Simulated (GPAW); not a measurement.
Crystal: PtSe2 (Sudovikovite).

```
Pt Se
1.0
     3.72400    0.00000    0.00000
    -1.86200    3.22508    0.00000
     0.00000    0.00000    5.06200
Pt Se
1 2
Direct
  0.00000 0.00000 0.00000
  0.66667 0.33333 0.75000
  0.33333 0.66667 0.25000
```

A sound run:

- Program: GPAW 26.7.0
- Task: single point
- Functional: PBE
- Potentials or basis: GPAW PAW data sets (gpaw-data 1.2.1)
- Cutoff: 1200 eV
- Basis: pw
- k mesh: 6 × 6 × 4
- Occupations: fermi-dirac, width 0.05 eV
- Spin: no spin polarisation

It gives pressure 7.4 GPa; largest force 0.611 eV/Å; band gap on the k mesh none (metal or under the smearing width).

**Question.** What do these careless settings give instead: cutoff 300 eV in place of 1200 eV?

**Answer.** Pressure 4.2 GPa; largest force 0.587 eV/Å; band gap on the k mesh none (metal or under the smearing width). The run converged, but these numbers show the error of the settings and aren't properties of the crystal.
